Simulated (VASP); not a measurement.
# Ni (Fm-3m) in VASP: elastic constants with LDA

Aim: the elastic constants of Ni with LDA.

Program: VASP 6.6.1. These are calculated values, not measurements. Logs are shortened: lines on timing, memory, paths and dates and some standing lists are left out, and cuts for length are marked.

### Step 1. The crystal as given

Symmetry: Fm-3m, No. 225, cubic system. The conventional cell has a = 3.551 Å, b = 3.551 Å, c = 3.551 Å, α = 90.00°, β = 90.00°, γ = 90.00°. Around Ni (site symmetry m-3m) lie 12 Ni at 2.51 Å.

### Step 2. Elastic constants, LDA, collinear spin, ferromagnetic start

Contents of POSCAR:

```
Ni
1.0
    0.0000000000      1.7756500000      1.7756500000
    1.7756500000      0.0000000000      1.7756500000
    1.7756500000      1.7756500000      0.0000000000
Ni
1
Direct
    0.0000000000      0.0000000000      0.0000000000
```

Contents of INCAR.step1:

```
SYSTEM = Ni
  PREC = Accurate
  ENCUT = 580
  EDIFF = 1E-8
  ISMEAR = 0
  SIGMA = 0.1
  LREAL = .FALSE.
  LASPH = .TRUE.
  NELM = 120
  ALGO = Normal
  ISIF = 3
  LWAVE = .FALSE.
  LCHARG = .FALSE.
  ISPIN = 2
  MAGMOM = 1
  LORBIT = 11
  LMAXMIX = 4
  GGA = CA
  IBRION = 2
  NSW = 40
  EDIFFG = -0.002
```

Contents of INCAR.step2:

```
SYSTEM = Ni
  PREC = Accurate
  ENCUT = 580
  EDIFF = 1E-8
  ISMEAR = 0
  SIGMA = 0.1
  LREAL = .FALSE.
  LASPH = .TRUE.
  NELM = 120
  ALGO = Normal
  ISIF = 3
  LWAVE = .FALSE.
  LCHARG = .FALSE.
  ISPIN = 2
  MAGMOM = 1
  LORBIT = 11
  LMAXMIX = 4
  GGA = CA
  IBRION = 6
  NFREE = 2
  POTIM = 0.015
  NSW = 1
```

Contents of KPOINTS:

```
regular mesh
0
G
  20 20 20
  0 0 0
```

Potentials or basis: VASP PAW LDA potentials, release 64 (Ni).

Started as:

```sh
$ cat potpaw_LDA.64/Ni/POTCAR > POTCAR
$ cp INCAR.step1 INCAR
$ mpirun -np 1 vasp_std > vasp.out
$ cp CONTCAR POSCAR
$ cp INCAR.step2 INCAR
$ mpirun -np 1 vasp_std > vasp.out
```

OUTCAR:

```text
SYSTEM = Ni
   PREC = Accurate
   ENCUT = 580
   EDIFF = 1E-8
   ISMEAR = 0
   LREAL = .FALSE.
   LASPH = .TRUE.
   NELM = 120
   ISIF = 3
   ISPIN = 2
   LORBIT = 11
   GGA = CA
   IBRION = 6
   NFREE = 2
   POTIM = 0.015
   NSW = 1

 ion  position               nearest neighbor table
   1  0.000  0.000  0.000-

  LATTYP: Found a face centered cubic cell.
 ALAT       =     3.4230127043

  Lattice vectors:

 A1 = (   0.0000000000,   1.7115063521,   1.7115063521)
 A2 = (   1.7115063521,   0.0000000000,   1.7115063521)
 A3 = (   1.7115063521,   1.7115063521,   0.0000000000)

Analysis of symmetry for initial positions (statically):
=====================================================================
 Subroutine PRICEL returns:
 Original cell was already a primitive cell.

 Routine SETGRP: Setting up the symmetry group for a
 face centered cubic supercell.

 Subroutine GETGRP returns: Found 48 space group operations
 (whereof 48 operations were pure point group operations)
 out of a pool of 48 trial point group operations.

The static configuration has the point symmetry O_h .

Analysis of symmetry for dynamics (positions and initial velocities):
=====================================================================
 Subroutine PRICEL returns:
 Original cell was already a primitive cell.

 Routine SETGRP: Setting up the symmetry group for a
 face centered cubic supercell.

 Subroutine GETGRP returns: Found 48 space group operations
 (whereof 48 operations were pure point group operations)
 out of a pool of 48 trial point group operations.

The dynamic configuration has the point symmetry O_h .

Analysis of structural, dynamic, and magnetic symmetry:
=====================================================================
 Subroutine PRICEL returns:
 Original cell was already a primitive cell.

 Routine SETGRP: Setting up the symmetry group for a
 face centered cubic supercell.

 Subroutine GETGRP returns: Found 48 space group operations
 (whereof 48 operations were pure point group operations)
 out of a pool of 48 trial point group operations.

The overall configuration has the point symmetry O_h .

 Subroutine INISYM returns: Found 48 space group operations
 (whereof 48 operations are pure point group operations),
 and found     1 'primitive' translations

----------------------------------------------------------------------------------------

                                     Primitive cell

  volume of cell :      10.0269

  direct lattice vectors                    reciprocal lattice vectors
     0.000000000  1.711506352  1.711506352    -0.292140312  0.292140312  0.292140312
     1.711506352  0.000000000  1.711506352     0.292140312 -0.292140312  0.292140312
     1.711506352  1.711506352  0.000000000     0.292140312  0.292140312 -0.292140312

  length of vectors
     2.420435495  2.420435495  2.420435495     0.506001864  0.506001864  0.506001864

  position of ions in fractional coordinates (direct lattice)
     0.000000000  0.000000000  0.000000000

  ion indices of the primitive-cell ions
   primitive index   ion index
                 1           1

----------------------------------------------------------------------------------------

 KPOINTS: regular mesh

Automatic generation of k-mesh.
 Grid dimensions read from file:
 generate k-points for:   20   20   20

 Generating k-lattice:

  Cartesian coordinates                     Fractional coordinates (reciprocal lattice)
    -0.014607016  0.014607016  0.014607016     0.050000000  0.000000000  0.000000000
     0.014607016 -0.014607016  0.014607016     0.000000000  0.050000000  0.000000000
[... 111 lines left out ...]

------------------------ aborting loop because EDIFF is reached ----------------------------------------

  FORCE on cell =-STRESS in cart. coord.  units (eV):
  Direction    XX          YY          ZZ          XY          YZ          ZX
  --------------------------------------------------------------------------------------
  -------------------------------------------------------------------------------------
  Total        0.0005175      0.0005175      0.0005175      0.0000000      0.0000000     -0.0000000
  in kB        0.0826935      0.0826935      0.0826935      0.0000000      0.0000000     -0.0000000
  external PRESSURE =       0.0826935 kB  Pullay stress =       0.0000000 kB
[... 86 lines left out ...]
  FREE ENERGIE OF THE ION-ELECTRON SYSTEM (eV)
  ---------------------------------------------------
  free  energy   TOTEN  =        -6.5804807673 eV

  energy  without entropy=       -6.5718233164  energy(sigma->0) =       -6.57615204

[... ionic steps 4 to 12 ...]

--------------------------------------- Ionic step       13  -------------------------------------------

 number of electron       9.9999994 magnetization       0.5990794

------------------------ aborting loop because EDIFF is reached ----------------------------------------
[... 65 lines left out ...]
--------------------------------------- Ionic step       15  -------------------------------------------

 number of electron       9.9999997 magnetization       0.5997266

 Free energy of the ion-electron system (eV)
  ---------------------------------------------------
  ext. energy  EPLUGINS =         0.00000000
  ---------------------------------------------------
  free energy    TOTEN  =        -6.58300053 eV

  energy without entropy =       -6.57436066  energy(sigma->0) =       -6.57868059

 E-fermi :  10.2399     XC(G=0): -14.1035

 val. band max:       10.2372326287   @ k =   0.4500   0.1500   0.0500
 cond. band min:      10.2426995120   @ k =   0.5000   0.3500   0.1000
 fundamental gap:      0.0054668833
 Fermi energy:        10.2398548743

 spin component 1

 k-point     1 :       0.0000    0.0000    0.0000
  band No.  band energies     occupation
      1       0.6762      1.00000
      2       7.6695      1.00000
      3       7.6695      1.00000
      4       7.6695      1.00000
      5       8.9654      1.00000
      6       8.9654      1.00000
      7      34.7032      0.00000
      8      39.1118      0.00000
      9      39.1118      0.00000
     10      39.1118      0.00000
[... 287 lines left out ...]
 k-point    24 :      -0.3500    0.0500    0.0000
  band No.  band energies     occupation
      1       4.6515      1.00000
      2       7.7390      1.00000
      3       7.8004      1.00000
      4       7.9163      1.00000
      5       9.3740      1.00000
      6       9.7623      1.00000
      7      20.1014      0.00000
      8      32.8628      0.00000
      9      35.4378      0.00000
     10      37.5975      0.00000

 [... further k-points ...]

 spin component 2

 k-point     1 :       0.0000    0.0000    0.0000
  band No.  band energies     occupation
      1       0.7242      1.00000
      2       8.2818      1.00000
      3       8.2818      1.00000
      4       8.2818      1.00000
      5       9.5314      1.00000
      6       9.5315      1.00000
      7      34.6940      0.00000
      8      39.1612      0.00000
      9      39.1612      0.00000
     10      39.1612      0.00000
[... 327 lines left out ...]
  FREE ENERGIE OF THE ION-ELECTRON SYSTEM (eV)
  ---------------------------------------------------
  free  energy   TOTEN  =        -6.5830005276 eV

  energy  without entropy=       -6.5743606571  energy(sigma->0) =       -6.57868059

 INTERNAL STRAIN TENSORS FROM STRAINED CELLS
 ============================================

 INTERNAL STRAIN TENSOR FOR ION    1 for displacements in x,y,z  (eV/Angst):
          X           Y           Z          XY          YZ          ZX
  --------------------------------------------------------------------------------
  x    -0.00000     0.00000    -0.00000    -0.00000     0.00000    -0.00000
  y     0.00000     0.00000     0.00000     0.00000     0.00000     0.00000
  z    -0.00000     0.00000    -0.00000    -0.00000     0.00000    -0.00000

 INTERNAL STRAIN TENSORS FROM DISPLACED ATOMS
 ============================================

 INTERNAL STRAIN TENSOR FOR ION    1 for displacements in x,y,z  (eV/Angst):
          X           Y           Z          XY          YZ          ZX
  --------------------------------------------------------------------------------
  x     0.00000     0.00000     0.00000     0.00000     0.00000     0.00000
  y     0.00000     0.00000     0.00000     0.00000     0.00000     0.00000
  z     0.00000     0.00000     0.00000     0.00000     0.00000     0.00000

 Eigenvectors and eigenvalues of the dynamical matrix
 ----------------------------------------------------

   1 f/i=    0.000000 THz     0.000000 2PiTHz    0.000000 cm-1     0.000000 meV
             X         Y         Z           dx          dy          dz
      0.000000  0.000000  0.000000     1.000000    0.000000    0.000000

   2 f/i=    0.000000 THz     0.000000 2PiTHz    0.000000 cm-1     0.000000 meV
             X         Y         Z           dx          dy          dz
      0.000000  0.000000  0.000000     0.000000    1.000000    0.000000

   3 f/i=    0.000000 THz     0.000000 2PiTHz    0.000000 cm-1     0.000000 meV
             X         Y         Z           dx          dy          dz
      0.000000  0.000000  0.000000     0.000000    0.000000    1.000000

--------------------------------------------------------------------------------------------------------

 ELASTIC MODULI CONTR FROM IONIC RELAXATION (kBar)
 Direction    XX          YY          ZZ          XY          YZ          ZX
 --------------------------------------------------------------------------------
 XX           0.0000      0.0000      0.0000      0.0000      0.0000      0.0000
 YY           0.0000      0.0000      0.0000      0.0000      0.0000      0.0000
 ZZ           0.0000      0.0000      0.0000      0.0000      0.0000      0.0000
 XY           0.0000      0.0000      0.0000      0.0000      0.0000      0.0000
 YZ           0.0000      0.0000      0.0000      0.0000      0.0000      0.0000
 ZX           0.0000      0.0000      0.0000      0.0000      0.0000      0.0000
 --------------------------------------------------------------------------------

 TOTAL ELASTIC MODULI (kBar)
 Direction    XX          YY          ZZ          XY          YZ          ZX
 --------------------------------------------------------------------------------
 XX        3465.5545   2050.5449   2050.5449     -0.0000     -0.0000      0.0000
 YY        2050.5449   3465.5545   2050.5449     -0.0000     -0.0000     -0.0000
 ZZ        2050.5449   2050.5449   3465.5545     -0.0000     -0.0000      0.0000
 XY          -0.0000     -0.0000     -0.0000   1591.7343      0.0000      0.0000
 YZ          -0.0000     -0.0000     -0.0000      0.0000   1591.7343      0.0000
 ZX           0.0000     -0.0000      0.0000      0.0000      0.0000   1591.7343
 --------------------------------------------------------------------------------

 total charge

# of ion       s       p       d       tot
------------------------------------------
    1        0.536   0.573   8.367   9.476

 magnetization (x)

# of ion       s       p       d       tot
------------------------------------------
    1       -0.005  -0.019   0.623   0.600
```

Wall time 25 min (1 thread of Intel Xeon 6975P-C (Granite Rapids), shared host); peak memory 0.89 GiB.

Results:

```yaml
Relaxed_volume: 10.03 Å³/atom
Relaxed_cell: a = 2.420 Å, b = 2.420 Å, c = 2.420 Å, α = 60.00°, β = 60.00°, γ = 60.00°
Space_group_after_relaxing_to_0.05_Å: Fm-3m (No. 225)
Net_moment: 0.60 μB per cell
Site_moments: Ni +0.60 μB
Valence_electrons_inside_the_program's_atomic_spheres: Ni 9.48
Elastic_constants_C11_C12_C44: 347, 205, 159 GPa
Voigt_bulk_modulus: 252 GPa
```

The path:
```
step  energy change (eV)  largest force (eV/Å)  pressure (GPa)  volume (Å³)
   1              0.0000                0.0000          -21.30        11.20
   2              0.0260                0.0000           37.61         8.95
   3             -0.0867                0.0000           -0.61        10.05
   4             -0.0868                0.0000           -0.07        10.03
   5             -0.0867                0.0000            0.50        10.01
   6             -0.0867                0.0000           -0.53        10.05
   7             -0.0868                0.0000           -0.01        10.03
```

Final structure:
```
Ni
1.0
     0.00000    1.71151    1.71151
     1.71151    0.00000    1.71151
     1.71151    1.71151    0.00000
Ni
1
Direct
  0.00000 0.00000 0.00000
```

Elastic tensor in Voigt notation (GPa, in the Cartesian axes of the cell as first typed):
```
347 205 205   0   0   0
205 347 205   0   0   0
205 205 347   0   0   0
  0   0   0 159   0   0
  0   0   0   0 159   0
  0   0   0   0   0 159
```

Clamped-ion elastic tensor (GPa):
```
347 205 205   0   0   0
205 347 205   0   0   0
205 205 347   0   0   0
  0   0   0 159   0   0
  0   0   0   0 159   0
  0   0   0   0   0 159
```
